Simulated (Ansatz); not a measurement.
# ZnS (Wurtzite-4H) in Ansatz: the effect of functional

The system is ZnS (Wurtzite-4H).

```
Zn S
1.0
     3.82270    0.00000    0.00000
    -1.91135    3.31056    0.00000
     0.00000    0.00000   12.52000
Zn S
4 4
Direct
  0.66667 0.33333 0.75000
  0.33333 0.66667 0.25000
  0.00000 0.00000 0.50000
  0.00000 0.00000 0.00000
  0.66667 0.33333 0.93750
  0.33333 0.66667 0.43750
  0.00000 0.00000 0.68750
  0.00000 0.00000 0.18750
```

Alike in all runs:

* Program: Ansatz 0.2.0
* Task: band structure
* Potentials or basis: all-electron LAPW, scalar-relativistic
* Basis error allowed: 0.002 eV/atom
* k mesh: 8 × 8 × 3
* Occupations: fermi-dirac, width 0.05 eV
* Spin: no spin polarisation

Problem. One run gave: gap on the mesh 1.99 eV; pressure -2.2 GPa. Which functional did it use?
A. LDA
B. PBE
C. PBEsol

Solution. C.

```tsv
functional	cutoff	gap on the mesh (eV)	pressure (GPa)
PBEsol	257 eV (chosen from the basis error)	1.99	-2.2
LDA	258 eV (chosen from the basis error)	1.88	-4.8
PBE	257 eV (chosen from the basis error)	2.13	1.3
```

